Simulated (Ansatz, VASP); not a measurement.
# One calculation of HfN, two programs

The input INCAR:

```
SYSTEM = HfN
PREC = Accurate
ENCUT = 520
EDIFF = 1E-6
ISMEAR = 0
SIGMA = 0.1
LREAL = .FALSE.
LASPH = .TRUE.
NELM = 80
ALGO = Normal
ISIF = 2
LWAVE = .FALSE.
LCHARG = .FALSE.
GGA = PE
NBANDS = 23
```

Contents of KPOINTS:

```
Automatic mesh
0
G
  6 6 4
  0 0 0
```

POSCAR

```
HfN
1.0
    1.5934541849     -2.6455077691      0.0000000000
    1.5934541849      2.6455077691      0.0000000000
    0.0000000000      0.0000000000      5.4777791930
Hf N
2 2
Direct
    0.8330591830      0.1669408170      0.7500000000
    0.1669408170      0.8330591830      0.2500000000
    0.5000000000      0.5000000000      0.5000000000
    0.5000000000      0.5000000000      0.0000000000
```

Input for Ansatz:

```yaml
crystal:
  lattice:
    - [1.5934541849, -2.6455077691, 0.0]
    - [1.5934541849, 2.6455077691, 0.0]
    - [0.0, 0.0, 5.477779193]
  atoms:
    - { symbol: Hf, position: [0.833059183, 0.166940817, 0.75] }
    - { symbol: Hf, position: [0.166940817, 0.833059183, 0.25] }
    - { symbol: "N", position: [0.5, 0.5, 0.5] }
    - { symbol: "N", position: [0.5, 0.5, 0.0] }
basis:
  ecutwfc: 420
kpoints:
  mp_grid: { grid: [6, 6, 4] }
hamiltonian:
  xc: pbe
scf:
  occupations: { method: gaussian, width: 0.1 }
  lower_state_search: "off"
output:
  forces: true
  stress: true
  eigenvalues: true
```

Change from the starting cell: the structure that the rattled cell fell into.

Alike in both runs: task single point; functional PBE; k mesh 6 × 6 × 4; occupations gaussian, width 0.1 eV; no spin polarisation.

```csv
,VASP,Ansatz
version,VASP 6.6.1,Ansatz 0.2.0
potentials or method,"VASP PAW PBE potentials, release 64 (Hf_pv, N)","scalar-relativistic, plane waves, PAW"
plane-wave cutoff (eV),520,420
valence electrons in the cell,30,62
```

|  | VASP | Ansatz | Ansatz less VASP |
| --- | --- | --- | --- |
| gap on the k mesh at the Fermi level (eV) | none | none | - |
| pressure (GPa) | 3.5 | 5.8 | +2.30 |
| largest component of the traceless stress (GPa) | 9.92 | 9.91 | -0.005 |
| rms of the force components (eV/Å) | 0.018 | 0.014 | -0.0040 |

Atom by atom the forces differ by 0.004 eV/Å (rms over components). A gap of «none» marks a metal or a gap that the smearing closes. The two sets of potentials don't hold the same shells in valence.

Caveats: the k mesh is coarse (spacing up to 0.38 Å⁻¹), so the values aren't converged. The runs have no spin-orbit coupling, so splittings on Hf are missing.
